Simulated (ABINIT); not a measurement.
**Fe in ABINIT: convergence with cutoff**

Input of the first run (cutoff 12.5 Ha); the others differ in this setting and in those tied to it:

Contents of run.abi:

```
pp_dirpath "./"
pseudos "Fe.GGA_PBE-JTH.xml"

acell 4.7230856957 4.7230856957 4.7230856957
rprim
    -0.5773502692     0.5773502692     0.5773502692
     0.5773502692    -0.5773502692     0.5773502692
     0.5773502692     0.5773502692    -0.5773502692
ntypat 1
znucl 26
natom 1
typat 1
xred
     0.0000000000     0.0000000000     0.0000000000

ecut 340.142328 eV
pawecutdg 74.4

kptopt 1
ngkpt 9 9 9
nshiftk 1
shiftk 0.0 0.0 0.0

ixc -497498
usekden 1
pawxcdev 0

nband 13
occopt 3
tsmear 0.05 eV

nsppol 2
spinat
     0.0000000000     0.0000000000     3.0000000000

nstep 100
tolvrs 1.0e-7

iomode 3
prtwf 0
prtden 0
prteig 0
prtebands 0
enunit 2
```

Potentials or basis: JTH PAW PBE v2.0.

Launch:

```bash
$ abinit run.abi > log 2>&1
```

Hardware: 1 thread of Arm Neoverse N1, with other jobs on the host.

The values tried are 12.5 Ha, 15.5 Ha, 18.5 Ha, 21.5 Ha, 26.5 Ha, 31 Ha, 35.5 Ha, 42 Ha, 49.5 Ha, loosest first. From which on does the energy stay within 1 meV/atom of the tightest run that finished?

From 42 Ha on.

```tsv
cutoff	energy less the tightest run, at zero smearing (meV/atom)	SCF cycles	CPU time (s)	peak memory (GiB)
12.5 Ha	317.18	16	60	0.12
15.5 Ha	248.13	16	78	0.12
18.5 Ha	105.14	16	86	0.13
21.5 Ha	29.84	14	80	0.13
26.5 Ha	15.53	16	140	0.14
31 Ha	9.23	17	150	0.14
35.5 Ha	2.73	15	190	0.14
42 Ha	0.72	15	240	0.15
49.5 Ha	0.00	16	270	0.16
```

The tightest run that finished is the yardstick and may itself not be fully converged.
